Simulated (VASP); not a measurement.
# TiTe2 (P-3m1) in VASP: a series of runs

One crystal, TiTe2, is run at these levels: r2SCAN; tasks: single point.

Program: VASP 6.6.1. These are calculated values, not measurements. Logs are shortened: lines on timing, memory, paths and dates and some standing lists are left out, and cuts for length are marked.

### Step 1. The structure

Symmetry: P-3m1, No. 164, trigonal system. The conventional cell has a = 3.778 Å, b = 3.778 Å, c = 6.494 Å, α = 90.00°, β = 90.00°, γ = 120.00°. Ti (site symmetry -3m) is surrounded by 6 Te at 2.76 Å. Te (site symmetry 3m) is surrounded by 3 Ti at 2.76 Å.

The cell was built by a generator and isn't the measured one.

### Step 2. Single point, r2SCAN

File POSCAR:

```
TiTe2
1.0
    3.7780184881      0.0000000000      0.0000000000
   -1.8890092441      3.2718599867      0.0000000000
    0.0000000000      0.0000000000      6.4944941290
Ti Te
1 2
Direct
    0.0000000000      0.0000000000      0.0000000000
    0.3333333333      0.6666666667      0.2600008780
    0.6666666667      0.3333333333      0.7399991220
```

File INCAR.step1:

```
PREC = Accurate
ENCUT = 520
ISMEAR = 0
SIGMA = 0.05
LREAL = F
LASPH = T
NELM = 100
NBANDS = 19
GGA = PE
ALGO = Normal
EDIFF = 1E-4
LWAVE = T
LCHARG = F
```

File INCAR.step2:

```
PREC = Accurate
ENCUT = 520
EDIFF = 1E-7
ISMEAR = 0
SIGMA = 0.05
LREAL = F
LASPH = T
NELM = 100
ALGO = Normal
ISIF = 2
LWAVE = F
LCHARG = F
METAGGA = R2SCAN
LMIXTAU = T
NBANDS = 19
ISTART = 1
```

File KPOINTS:

```
Automatic mesh
0
Gamma
  10 10 6
```

Potentials or basis: VASP PAW PBE potentials, release 64 (Ti_sv, Te).

Started as:

```
> cat potpaw_PBE.64/Ti_sv/POTCAR potpaw_PBE.64/Te/POTCAR > POTCAR
> cp INCAR.step1 INCAR
> mpirun -np 1 vasp_std > vasp.out
> cp INCAR.step2 INCAR
> mpirun -np 1 vasp_std > vasp.out
```

OUTCAR:

```text
PREC = Accurate
   ENCUT = 520
   EDIFF = 1E-7
   ISMEAR = 0
   LREAL = F
   LASPH = T
   NELM = 100
   ISIF = 2
   METAGGA = R2SCAN
   ISTART = 1

 ion  position               nearest neighbor table
   1  0.000  0.000  0.000-   2 2.76   3 2.76   3 2.76   2 2.76   3 2.76   2 2.76
   2  0.333  0.667  0.260-   1 2.76   1 2.76   1 2.76
   3  0.667  0.333  0.740-   1 2.76   1 2.76   1 2.76

  LATTYP: Found a hexagonal cell.
 ALAT       =     3.7780184881
 C/A-ratio  =     1.7190212672

  Lattice vectors:

 A1 = (   3.7780184881,   0.0000000000,   0.0000000000)
 A2 = (  -1.8890092441,   3.2718599867,   0.0000000000)
 A3 = (   0.0000000000,   0.0000000000,   6.4944941290)

Analysis of symmetry for initial positions (statically):
=====================================================================
 Subroutine PRICEL returns:
 Original cell was already a primitive cell.

 Routine SETGRP: Setting up the symmetry group for a
 hexagonal supercell.

 Subroutine GETGRP returns: Found 12 space group operations
 (whereof 12 operations were pure point group operations)
 out of a pool of 24 trial point group operations.

The static configuration has the point symmetry D_3d.

Analysis of symmetry for dynamics (positions and initial velocities):
=====================================================================
 Subroutine PRICEL returns:
 Original cell was already a primitive cell.

 Routine SETGRP: Setting up the symmetry group for a
 hexagonal supercell.

 Subroutine GETGRP returns: Found 12 space group operations
 (whereof 12 operations were pure point group operations)
 out of a pool of 24 trial point group operations.

The dynamic configuration has the point symmetry D_3d.

 Subroutine INISYM returns: Found 12 space group operations
 (whereof 12 operations are pure point group operations),
 and found     1 'primitive' translations

----------------------------------------------------------------------------------------

                                     Primitive cell

  volume of cell :      80.2794

  direct lattice vectors                    reciprocal lattice vectors
     3.778018488  0.000000000  0.000000000     0.264689017  0.152818275  0.000000000
    -1.889009244  3.271859987  0.000000000     0.000000000  0.305636550  0.000000000
     0.000000000  0.000000000  6.494494129     0.000000000  0.000000000  0.153976581

  length of vectors
     3.778018488  3.778018488  6.494494129     0.305636550  0.305636550  0.153976581

  position of ions in fractional coordinates (direct lattice)
     0.000000000  0.000000000  0.000000000
     0.333333333  0.666666667  0.260000878
     0.666666667  0.333333333  0.739999122

  ion indices of the primitive-cell ions
   primitive index   ion index
                 1           1
                 2           2
                 3           3

----------------------------------------------------------------------------------------

 KPOINTS: Automatic mesh

Automatic generation of k-mesh.
 Grid dimensions read from file:
 generate k-points for:   10   10    6

 Generating k-lattice:

  Cartesian coordinates                     Fractional coordinates (reciprocal lattice)
     0.026468902  0.015281828  0.000000000     0.100000000  0.000000000  0.000000000
     0.000000000  0.030563655  0.000000000     0.000000000  0.100000000  0.000000000
     0.000000000  0.000000000  0.025662763     0.000000000  0.000000000  0.166666667

  Length of vectors
     0.030563655  0.030563655  0.025662763

  Shift w.r.t. Gamma in fractional coordinates (k-lattice)
     0.000000000  0.000000000  0.000000000

 Subroutine IBZKPT returns following result:
 ===========================================

 Found     72 irreducible k-points:

 Following reciprocal coordinates:
            Coordinates               Weight
  0.000000  0.000000  0.000000      1.000000
  0.100000  0.000000  0.000000      6.000000
  0.200000  0.000000  0.000000      6.000000
  0.300000 -0.000000  0.000000      6.000000
  0.400000  0.000000  0.000000      6.000000
  0.500000  0.000000  0.000000      3.000000
[... 16 lines left out ...]
  0.000000  0.400000  0.166667      6.000000
  0.500000  0.000000  0.166667      6.000000
 [... further k-points ...]
   k-points           NKPTS =     72   k-points in BZ     NKDIM =     72   number of bands    NBANDS=     19
   number of dos      NEDOS =    301   number of ions     NIONS =      3
   total plane-waves  NPLWV =  37632
   dimension x,y,z NGX =    28 NGY =   28 NGZ =   48
   dimension x,y,z NGXF=    56 NGYF=   56 NGZF=   96
   ions per type =               1   2
   NGX,Y,Z   is equivalent  to a cutoff of  12.32, 12.32, 12.29 a.u.
   NGXF,Y,Z  is equivalent  to a cutoff of  24.64, 24.64, 24.57 a.u.
 SYSTEM =  unknown system
   PREC   = accura    normal or accurate (medium, high low for compatibility)
   ISTART =      1    job   : 0-new  1-cont  2-samecut
   ICHARG =      0    charge: 1-file 2-atom 10-const
   ISPIN  =      1    spin polarized calculation?
   LNONCOLLINEAR =      F non collinear calculations
   LSORBIT =      F    spin-orbit coupling
   LASPH  =      T    aspherical Exc in radial PAW
   ENCUT  =  520.0 eV  38.22 Ry    6.18 a.u.   7.02  7.02 12.08*2*pi/ulx,y,z
   NELM   =    100;   NELMIN=  2; NELMDL=  0     # of ELM steps
   EDIFF  = 0.1E-06   stopping-criterion for ELM
   LREAL  =      F    real-space projection
   EDIFFG = 0.1E-05   stopping-criterion for IOM
   NSW    =      0    number of steps for IOM
   IBRION =     -1    ionic relax: 0-MD 1-quasi-New 2-CG
   NFREE  =      0    steps in history (QN), initial steepest desc. (CG)
   ISIF   =      2    stress and relaxation
   ISYM   =      2    0-nonsym 1-usesym 2-fastsym
   POTIM  = 0.5000    time-step for ionic-motion
   TEBEG  =    0.0;   TEEND  =   0.0 temperature during run
   PSTRESS=    0.0 pullay stress
   NELECT =      24.0000    total number of electrons
   NUPDOWN=      -1.0000    fix difference up-down
   EMIN   =  10.00;   EMAX   =-10.00  energy-range for DOS
   EFERMI =   0.00;   METHOD = LEGACY
   ISMEAR =     0;   SIGMA  =   0.05  broadening in eV -4-tet -1-fermi 0-gaus
   EFERMI_NEDOS =   21; number of points for ismear=-14 and -15
   IALGO  =     38    algorithm
   IMIX   =      4    mixing-type and parameters
     AMIX     =   0.40;   BMIX     =  1.00
     AMIX_MAG =   1.60;   BMIX_MAG =  1.00
  volume/ion in A,a.u.               =      26.76       180.58
  Fermi-wavevector in a.u.,A,eV,Ry     =   1.094655  2.068598 16.303443  1.198269
  Thomas-Fermi vector in A             =   2.230964
   LORBIT       =      0    0 simple, 1 ext, 2 COOP (PROOUT), +10 PAW based schemes
   METAGGA = R2SCAN    functional components
   LHFCALC =     F    Hartree Fock is set to
   AEXX    =    0.0000 exact exchange contribution
   IVDW    =     0    specifies the selected vdW correction
   LEPSILON=     F    determine dielectric tensor
   LRPA    =     F    only Hartree local field effects (RPA)
 non-spin polarized calculation
 Gauss-broadening in eV      SIGMA  =   0.05
  energy-cutoff  :      520.00
  volume of cell :       80.28
 maximum number of plane-waves:      2184
   NGX = 15   NGY = 15   NGZ = 25

 number of electron      23.9999998 magnetization

 Free energy of the ion-electron system (eV)
  ---------------------------------------------------
  ext. energy  EPLUGINS =         0.00000000
  ---------------------------------------------------
  free energy    TOTEN  =       -66.26459164 eV

  energy without entropy =      -66.26284855  energy(sigma->0) =      -66.26372010

 E-fermi :   6.8266     XC(G=0): -10.3340

 val. band max:        6.8263768489   @ k =   0.0000   0.1000   0.1667
 cond. band min:       6.8507429703   @ k =   0.1000   0.1000   0.0000
 fundamental gap:      0.0243661215
 Fermi energy:         6.8266280148

 k-point     1 :       0.0000    0.0000    0.0000
  band No.  band energies     occupation
      1     -53.2228      2.00000
      2     -28.4349      2.00000
      3     -28.4349      2.00000
      4     -28.3969      2.00000
      5      -6.2044      2.00000
      6      -4.6094      2.00000
[... 11 lines left out ...]
     18      12.3732      0.00000
     19      13.5630      0.00000

 k-point     2 :       0.1000    0.0000    0.0000
  band No.  band energies     occupation
      1     -53.2225      2.00000
      2     -28.4391      2.00000
      3     -28.4359      2.00000
      4     -28.3959      2.00000
      5      -6.0877      2.00000
      6      -4.5506      2.00000
[... 11 lines left out ...]
     18      13.0683      0.00000
     19      14.0563      0.00000

 k-point     3 :       0.2000    0.0000    0.0000
  band No.  band energies     occupation
      1     -53.2217      2.00000
      2     -28.4503      2.00000
      3     -28.4384      2.00000
      4     -28.3932      2.00000
      5      -5.7520      2.00000
      6      -4.3923      2.00000
[... 11 lines left out ...]
     18      13.1726      0.00000
     19      14.3499      0.00000

 k-point     4 :       0.3000   -0.0000    0.0000
  band No.  band energies     occupation
      1     -53.2207      2.00000
      2     -28.4639      2.00000
      3     -28.4415      2.00000
      4     -28.3899      2.00000
      5      -5.2490      2.00000
      6      -4.1970      2.00000
[... 407 lines left out ...]
     18      12.0291      0.00000
     19      12.8475      0.00000

 k-point    23 :       0.0000    0.4000    0.1667
  band No.  band energies     occupation
      1     -53.2199      2.00000
      2     -28.4750      2.00000
      3     -28.4441      2.00000
      4     -28.3872      2.00000
      5      -4.6934      2.00000
      6      -4.0737      2.00000
[... 11 lines left out ...]
     18      12.0708      0.00000
     19      12.4036      0.00000

 k-point    24 :       0.5000    0.0000    0.1667
  band No.  band energies     occupation
      1     -53.2196      2.00000
      2     -28.4792      2.00000
      3     -28.4450      2.00000
      4     -28.3862      2.00000
      5      -4.3422      2.00000
      6      -4.1381      2.00000
[... 11 lines left out ...]
     18      11.9570      0.00000
     19      12.6005      0.00000

 [... further k-points ...]

------------------------ aborting loop because EDIFF is reached ----------------------------------------

  FORCE on cell =-STRESS in cart. coord.  units (eV):
  Direction    XX          YY          ZZ          XY          YZ          ZX
  --------------------------------------------------------------------------------------
  -------------------------------------------------------------------------------------
  Total        0.8662051      0.8662051      0.8930726     -0.0000000      0.0000000      0.0000000
  in kB       17.2873006     17.2873006     17.8235090     -0.0000000      0.0000000      0.0000000
  external PRESSURE =      17.4660367 kB  Pullay stress =       0.0000000 kB

 VOLUME and BASIS-vectors are now :
 -----------------------------------------------------------------------------
  energy-cutoff  :      520.00
  volume of cell :       80.28
      direct lattice vectors                 reciprocal lattice vectors
     3.778018488  0.000000000  0.000000000     0.264689017  0.152818275  0.000000000
    -1.889009244  3.271859987  0.000000000     0.000000000  0.305636550  0.000000000
     0.000000000  0.000000000  6.494494129     0.000000000  0.000000000  0.153976581

 POSITION                                       TOTAL-FORCE (eV/Angst)
 -----------------------------------------------------------------------------------
      0.00000      0.00000      0.00000        -0.000000      0.000000      0.000000
     -0.00000      2.18124      1.68857         0.000000     -0.000000      0.002330
      1.88901      1.09062      4.80592        -0.000000      0.000000     -0.002330
 -----------------------------------------------------------------------------------
    total drift:                                0.000000      0.000000      0.000000

  FREE ENERGIE OF THE ION-ELECTRON SYSTEM (eV)
  ---------------------------------------------------
  free  energy   TOTEN  =       -66.2645916409 eV

  energy  without entropy=      -66.2628485520  energy(sigma->0) =      -66.26372010
```

It took 6.3 min on 1 thread of AMD EPYC 7R13 (Zen 3), shared host; peak memory 0.24 GiB.

Results:

```yaml
Free_energy: -66.2646 eV
Pressure: 1.7 GPa
Band_gap_on_the_k_mesh: none (metal or under the smearing width)
```

Forces on the atoms (eV/Å):
```
Ti   0.000  0.000  0.000
Te   0.000  0.000  0.002
Te   0.000  0.000 -0.002
```

Levels at points of the mesh, in eV from the Fermi level:
```tsv
k point	band 9	band 10	band 11	band 12	band 13	band 14	band 15	band 16
(0.00, 0.00, 0.00)	-2.02	0.37	0.37	0.41	0.46	0.92	0.92	3.13
(0.50, 0.00, 0.00)	-2.95	-2.63	-2.09	-1.38	0.06	1.18	1.58	2.48
(0.00, 0.00, 0.50)	-1.96	-1.96	0.36	0.36	0.62	0.62	1.15	3.55
(0.50, 0.00, 0.50)	-2.68	-2.35	-1.21	-0.89	-0.22	1.17	1.55	2.66
```

Caveat: the PAW data sets were made with another functional, which shifts forces and pressure a little. The run has no spin-orbit coupling, so splittings on Te are missing.

### Step 3. Single point, r2SCAN

This run uses another cell than the first one, of the same volume but with other edges.

File POSCAR:

```
TiTe2
1.0
    3.8588782842      0.0000000000      0.0000000000
   -1.9294391421      3.3418866242      0.0000000000
    0.0000000000      0.0000000000      6.2251715717
Ti Te
1 2
Direct
    0.0000000000      0.0000000000      0.0000000000
    0.3333333333      0.6666666667      0.2520000000
    0.6666666667      0.3333333333      0.7480000000
```

File INCAR.step1:

```
SYSTEM = TiTe2
PREC = Accurate
ENCUT = 520
ISMEAR = 0
SIGMA = 0.05
LREAL = .False.
LASPH = .True.
NELM = 100
NBANDS = 19
GGA = PE
ALGO = Normal
EDIFF = 1E-4
LWAVE = .True.
LCHARG = .False.
```

File INCAR.step2:

```
SYSTEM = TiTe2
PREC = Accurate
ENCUT = 520
EDIFF = 1E-6
ISMEAR = 0
SIGMA = 0.05
LREAL = .False.
LASPH = .True.
NELM = 100
ALGO = Normal
ISIF = 2
LWAVE = .False.
LCHARG = .True.
METAGGA = R2SCAN
LMIXTAU = .True.
LELF = .True.
LVHAR = .True.
NBANDS = 19
ISTART = 1
```

File KPOINTS:

```
regular mesh
0
Gamma
  10 10 6
  0 0 0
```

Potentials or basis: VASP PAW PBE potentials, release 64 (Ti_sv, Te).

Started as:

```
> cat potpaw_PBE.64/Ti_sv/POTCAR potpaw_PBE.64/Te/POTCAR > POTCAR
> cp INCAR.step1 INCAR
> mpirun -np 1 vasp_std > vasp.out
> cp INCAR.step2 INCAR
> mpirun -np 1 vasp_std > vasp.out
```

Wall time 4.6 min (1 thread of Intel Xeon Platinum 8559C (Emerald Rapids), shared host); peak memory 0.28 GiB.

It converged, with:

* Free energy: -66.1729 eV
* Pressure: 3.9 GPa
* Largest force: 0.797 eV/Å
* Band gap on the k mesh: none (metal or under the smearing width)

Forces in eV/Å, atoms in the order of the input:
```
Ti   0.000  0.000  0.000
Te   0.000  0.000  0.797
Te   0.000  0.000 -0.797
```

Stress tensor (GPa, compression positive):
```
2.30 0.00 0.00
0.00 2.30 0.00
0.00 0.00 6.94
```

Levels at points of the mesh, in eV from the Fermi level:
```csv
k point,band 9,band 10,band 11,band 12,band 13,band 14,band 15,band 16
"(0.00, 0.00, 0.00)",-2.59,0.16,0.16,0.52,0.52,0.58,0.76,3.10
"(0.50, 0.00, 0.00)",-3.01,-2.72,-2.40,-1.84,0.08,0.90,1.21,2.51
"(0.00, 0.00, 0.50)",-2.52,-2.46,0.15,0.15,0.21,0.21,1.22,3.56
"(0.50, 0.00, 0.50)",-2.67,-2.61,-1.35,-1.11,-0.19,0.89,1.19,2.66
```

Caveat: the PAW data sets were made with another functional, which shifts forces and pressure a little.
